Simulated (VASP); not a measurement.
# HfO2: band structure with revPBE

**What was measured.**

From “Temperature dependence of self-trapped exciton luminescence in nanostructured hafnia powder”, 2021, arxiv:2112.02602, for a bulk crystal of HfO2: band gap 5.54 eV (indirect).

Crystal: HfO2.

```
Hf O
1.0
     5.11800    0.00000    0.00000
     0.00000    5.18570    0.00000
    -0.85866    0.00000    5.21387
Hf O
4 8
Direct
  0.27550 0.46030 0.70800
  0.72450 0.96030 0.79200
  0.72450 0.53970 0.29200
  0.27550 0.03970 0.20800
  0.07420 0.16840 0.84670
  0.92580 0.66840 0.65330
  0.92580 0.83160 0.15330
  0.07420 0.33160 0.34670
  0.44870 0.74190 0.98010
  0.55130 0.24190 0.51990
  0.55130 0.25810 0.01990
  0.44870 0.75810 0.48010
```

```
Program                : VASP 6.6.1
Task                   : band structure
Functional             : revPBE
Potentials or basis    : VASP PAW PBE potentials, release 64 (Hf_pv, O)
Cutoff                 : 520 eV
k mesh                 : 5 × 5 × 5
Occupations            : fermi-dirac, width 0.05 eV
Spin                   : no spin polarisation
Further INCAR settings : ALGO = Normal; EDIFF = 1e-07
```

```yaml
Band_gap_on_the_k_mesh: 4.23 eV, indirect (least direct gap 4.29 eV)
Band_gap_along_the_path: 4.17 eV, indirect (least direct gap 4.24 eV)
```

Levels at the corners of the path, in eV from the valence-band top:
```
point  band 42  band 43  band 44  band 45  band 46  band 47
    Γ    -0.52    -0.17     0.00     4.62     5.15     5.35
    Y    -0.81    -0.48    -0.48     4.86     4.86     5.27
    Y    -0.81    -0.48    -0.48     4.86     4.86     5.27
    H    -0.74    -0.63    -0.35     4.40     4.61     5.50
    H    -0.74    -0.63    -0.35     4.40     4.61     5.50
    C    -0.96    -0.49    -0.49     4.49     4.49     5.60
    C    -0.96    -0.49    -0.49     4.49     4.49     5.60
    E    -1.02    -0.73    -0.73     4.67     4.67     5.36
    E    -1.02    -0.73    -0.73     4.67     4.67     5.36
   M1    -1.01    -0.70    -0.70     4.69     4.69     5.39
   M1    -1.01    -0.70    -0.70     4.69     4.69     5.39
    A    -0.88    -0.58    -0.58     4.89     4.89     5.33
    A    -0.88    -0.58    -0.58     4.89     4.89     5.33
    X    -0.56    -0.49    -0.09     4.17     5.21     5.29
    X    -0.56    -0.49    -0.09     4.17     5.21     5.29
   H1    -0.74    -0.63    -0.35     4.40     4.61     5.50
    M    -1.01    -0.70    -0.70     4.69     4.69     5.39
    D    -0.90    -0.62    -0.62     5.03     5.03     5.20
    D    -0.90    -0.62    -0.62     5.03     5.03     5.20
    Z    -0.79    -0.42    -0.42     5.15     5.15     5.63
    Y    -0.81    -0.48    -0.48     4.86     4.86     5.27
    D    -0.90    -0.62    -0.62     5.03     5.03     5.20
```

Wall time 7.4 min on 1 thread of Intel(R) Xeon(R) 6975P-C (Granite Rapids) (shared host), peak memory 0.62 GiB.

Measured gap of HfO2: 5.54 eV (indirect; quoted in “Temperature dependence of self-trapped exciton luminescence in nanostructured hafnia powder”, 2021, arxiv:2112.02602). This calculation gives 4.17 eV (-1.37 eV). Spin-orbit coupling on Hf is left out. The value is that of revPBE, without temperature or zero-point motion. Semilocal functionals fall short of measured gaps as a rule.

Caveat: the log is that of the step along the path at fixed density, whose energy, stress, charges and moments have no meaning; spin-orbit coupling is left out, which moves the levels of the heavy elements.
